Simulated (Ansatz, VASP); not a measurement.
## One calculation of ZrC, two programs

Contents of INCAR:

```
SYSTEM = ZrC
ALGO = Normal
EDIFF = 1E-6
ENCUT = 520
GGA = PE
ISIF = 2
ISMEAR = -1
LASPH = .TRUE.
LCHARG = .FALSE.
LREAL = .FALSE.
LWAVE = .FALSE.
NBANDS = 15
NELM = 100
PREC = Accurate
SIGMA = 0.05
```

Contents of KPOINTS:

```
k-points
0
G
  15 15 15
  0 0 0
```

File POSCAR:

```
ZrC
1.0
    0.0000000000      2.3032058000      2.3502100000
    2.3032058000      0.0000000000      2.3502100000
    2.3032058000      2.3032058000      0.0000000000
Zr C
1 1
Direct
    0.5000000000      0.5000000000      0.5000000000
    0.0000000000      0.0000000000      0.0000000000
```

Input for Ansatz:

```yaml
crystal:
  lattice:
    - [0.0, 2.3032058, 2.35021]
    - [2.3032058, 0.0, 2.35021]
    - [2.3032058, 2.3032058, 0.0]
  atoms:
    - { symbol: Zr, position: [0.5, 0.5, 0.5] }
    - { symbol: C, position: [0.0, 0.0, 0.0] }
kpoints:
  mp_grid: { grid: [15, 15, 15] }
scf:
  occupations: { method: fermi_dirac, width: 0.05 }
hamiltonian:
  xc: pbe
  pseudopotentials: { kind: all_electron, lapw: { basis_error: 0.0005 } }
output:
  forces: true
  stress: true
  eigenvalues: true
```

Change from the starting cell: x and y stretched by -2 %, z held.

Alike in both runs: task single point; functional PBE; k mesh 15 × 15 × 15; occupations fermi-dirac, width 0.05 eV; no spin polarisation.

|  | VASP | Ansatz |
| --- | --- | --- |
| version | VASP 6.6.1 | Ansatz 0.2.0 |
| potentials or method | VASP PAW PBE potentials, release 64 (Zr_sv, C) | all-electron LAPW, scalar-relativistic |
| plane-wave cutoff (eV) | 520 | see its input |

Ansatz gave:

- pressure (GPa): 11.4
- largest component of the traceless stress (GPa): 5.69

**Question.** Which values does VASP return?

**Answer.** Pressure (GPa): 11.6; largest component of the traceless stress (GPa): 5.71.

Ansatz ran all-electron here, so the differences hold the error of VASP's frozen core and of both bases.
